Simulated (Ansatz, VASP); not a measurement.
**One calculation of Al, two programs**

```
Al
1.0
    -1.56735    1.56735    1.59122
     1.56735   -1.56735    1.59122
     1.56735    1.56735   -1.59122
Al
1
Cartesian
  0.0000 0.0000 0.0000
```

Change from the starting cell: strain -0.0150 x Voigt [1, 1, 0, 0, 0, 0], atoms carried along.

Alike in both runs: task single point; functional LDA; k mesh 20 × 20 × 20; occupations methfessel-paxton of order 1, width 0.2 eV; no spin polarisation.

```csv
,VASP,Ansatz
version,VASP 6.6.1,Ansatz 0.2.0
potentials or method,"VASP PAW LDA potentials, release 64 (Al)","scalar-relativistic, plane waves, PAW"
plane-wave cutoff (eV),520,420
valence electrons in the cell,3,3
```

VASP gave:

```
gap on the k mesh at the Fermi level (eV)       : none
pressure (GPa)                                  : 3.0
largest component of the traceless stress (GPa) : 0.61
```

Question: Estimate Ansatz's values.

Answer: gap on the k mesh at the Fermi level (eV): none; pressure (GPa): 2.9; largest component of the traceless stress (GPa): 0.61.

A gap of «none» marks a metal or a gap that the smearing closes.
